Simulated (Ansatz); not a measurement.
This is a relaxation of cell and atoms with Ansatz 0.2.0 on a 4-atom cell of InSe started from a crystallographic database; the level of theory is PBE-D3(BJ). The input holds the cell as the database lists it.

```yaml
crystal:
  lattice:
    - [2.0, 1.1547005384, 8.44]
    - [-2.0, 1.1547005384, 8.44]
    - [0.0, -2.3094010768, 8.44]
  atoms:
    - { symbol: In, position: [0.0, 0.0, 0.0] }
    - { symbol: In, position: [0.1114, 0.1114, 0.1114] }
    - { symbol: Se, position: [0.6165, 0.6165, 0.6165] }
    - { symbol: Se, position: [0.8281, 0.8281, 0.8281] }
kpoints:
  mp_grid: { grid: [6, 6, 6] }
hamiltonian:
  xc: pbe
  dispersion: d3bj
scf:
  occupations: { method: fermi_dirac, width: 0.02 }
relax:
  f_tol: 0.005
  cell: {}
output:
  write_density: true
  write_potential: true
  elf: true
  volumetric_format: npy
```

The trajectory has 7 recorded frames, each with fractional positions and then forces in eV/Å along x, y and z. The last, and any step after a large change of cell, is solved on a basis re-selected at its cell; pressure is positive in compression.

Step 1: energy 0.0 meV/atom from step 1, largest force component 0.369 eV/Å, pressure +0.99 GPa; a = 8.750 Å, b = 8.750 Å, c = 8.750 Å, α = 26.43°, β = 26.43°, γ = 26.43°
```
In 0.0000 0.0000 0.0000     0.000   0.000   0.357
In 0.1114 0.1114 0.1114     0.000   0.000  -0.369
Se 0.6165 0.6165 0.6165     0.000   0.000  -0.260
Se 0.8281 0.8281 0.8281     0.000   0.000   0.273
```

Step 2 (rejected): energy +2.0 meV/atom from step 1, largest force component 0.651 eV/Å, pressure -0.53 GPa; a = 8.643 Å, b = 8.643 Å, c = 8.643 Å, α = 26.97°, β = 26.97°, γ = 26.97°
```
In 0.0010 0.0010 0.0010     0.000   0.000  -0.633
In 0.1104 0.1104 0.1104     0.000   0.000   0.651
Se 0.6141 0.6141 0.6141     0.000   0.000   0.310
Se 0.8306 0.8306 0.8306     0.000   0.000  -0.328
```

Task: How does the relaxation go on, and where does it end?

Result:
Step 3: energy -4.2 meV/atom from step 1, largest force component 0.004 eV/Å, pressure -0.02 GPa; a = 8.691 Å, b = 8.691 Å, c = 8.691 Å, α = 26.81°, β = 26.81°, γ = 26.81°
```
In 0.0000 0.0000 0.0000     0.000   0.000  -0.004
In 0.1113 0.1113 0.1113     0.000   0.000   0.004
Se 0.6153 0.6153 0.6153     0.000   0.000   0.001
Se 0.8293 0.8293 0.8293     0.000   0.000  -0.001
```

Step 4: energy -4.5 meV/atom from step 1, largest force component 0.015 eV/Å, pressure -0.02 GPa; a = 8.636 Å, b = 8.636 Å, c = 8.636 Å, α = 27.02°, β = 27.02°, γ = 27.02°
```
In 0.9997 0.9997 0.9997     0.000   0.000  -0.004
In 0.1117 0.1117 0.1117     0.000   0.000   0.005
Se 0.6147 0.6147 0.6147     0.000   0.000   0.014
Se 0.8299 0.8299 0.8299     0.000   0.000  -0.015
```

Step 5: energy -4.5 meV/atom from step 1, largest force component 0.007 eV/Å, pressure -0.01 GPa; a = 8.619 Å, b = 8.619 Å, c = 8.619 Å, α = 27.12°, β = 27.12°, γ = 27.12°
```
In 0.9996 0.9996 0.9996     0.000   0.000  -0.002
In 0.1118 0.1118 0.1118     0.000   0.000   0.001
Se 0.6148 0.6148 0.6148     0.000   0.000  -0.006
Se 0.8298 0.8298 0.8298     0.000   0.000   0.007
```

Step 6: energy -4.5 meV/atom from step 1, largest force component 0.000 eV/Å, pressure 0.00 GPa; a = 8.618 Å, b = 8.618 Å, c = 8.618 Å, α = 27.11°, β = 27.11°, γ = 27.11°
```
In 0.9996 0.9996 0.9996     0.000   0.000   0.000
In 0.1118 0.1118 0.1118     0.000   0.000   0.000
Se 0.6147 0.6147 0.6147     0.000   0.000   0.000
Se 0.8299 0.8299 0.8299     0.000   0.000   0.000
```

Step 7: energy -4.5 meV/atom from step 1, largest force component 0.000 eV/Å, pressure 0.00 GPa; a = 8.618 Å, b = 8.618 Å, c = 8.618 Å, α = 27.11°, β = 27.11°, γ = 27.11°
```
In 0.9996 0.9996 0.9996     0.000   0.000   0.000
In 0.1118 0.1118 0.1118     0.000   0.000   0.000
Se 0.6147 0.6147 0.6147     0.000   0.000   0.000
Se 0.8299 0.8299 0.8299     0.000   0.000   0.000
```

The walk took 6 steps and changed the volume by +0.2 %. The last SCF, on a fresh basis, lies 4.5 meV an atom below the first. Final cell: space group R3m (No. 160), trigonal; conventional cell a = 4.039 Å, c = 24.889 Å, 29.31 Å³ an atom. In is surrounded by 3 Se at 2.66 Å and 1 In at 2.79 Å; Se is surrounded by 3 In at 2.66 Å.

Run as `ansatz run input.yaml --threads 2 --pin off --max-ram 2211MiB --backend cpu --events-out ev --progress --plain --runs-dir out`.

Spin-unpolarised throughout; all numbers are computed.
